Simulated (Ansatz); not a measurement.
CuO:

```
Cu O
1.0
     3.17550    0.00000    0.00000
     0.00000    3.17550    0.00000
     0.00000    0.00000    4.64953
Cu O
2 2
Direct
  0.00000 0.00000 0.00000
  0.50000 0.50000 0.00000
  0.50000 0.00000 0.26700
  0.00000 0.50000 0.73300
```

The cell was built by a generator and needn't be a form met in nature.

* Program: Ansatz 0.2.0
* Task: single point
* Functional: PBE
* Potentials or basis: all-electron LAPW, scalar-relativistic
* Cutoff: 410 eV (chosen from the basis error)
* Basis error allowed: 0.001 eV/atom
* k mesh: 8 × 8 × 6
* Occupations: fermi-dirac, width 0.05 eV
* Spin: no spin polarisation

On this cell: pressure 16.8 GPa; largest force 0.904 eV/Å; band gap on the k mesh none (metal or under the smearing width).

The same run follows on a disturbed copy (atoms moved at random, drawn with an rms of 0.05 Å):

```
CELL_PARAMETERS angstrom
3.17550 0.00000 0.00000
0.00000 3.17550 0.00000
0.00000 0.00000 4.64953
ATOMIC_POSITIONS crystal
Cu 0.99804 0.00095 0.99545
Cu 0.49965 0.50733 0.00178
O 0.50550 0.99608 0.26765
O 0.99782 0.50034 0.72497
```

What does the disturbed cell give?

The energy (extrapolated to zero smearing) moves by +11.2 meV/atom; pressure 15.3 GPa; largest force 1.201 eV/Å; band gap on the k mesh none (metal or under the smearing width).

Forces on the atoms (eV/Å):
```
Cu   0.100  0.189 -0.255
Cu  -0.049 -0.324  0.084
O   -0.059  0.107 -1.030
O    0.007  0.028  1.200
```

Stress tensor (GPa, compression positive):
```
 28.14   0.03  -0.24
  0.03  27.83   0.30
 -0.24   0.30 -10.17
```

Caveats: the run has no spin polarisation, though such a crystal can be magnetic; semilocal functionals often make such compounds metallic where correlation or magnetic order opens a gap, which also shifts bond lengths; so large a pressure means that the cell lies far from this level's equilibrium, or that cutoff or potentials fall short (some runs).
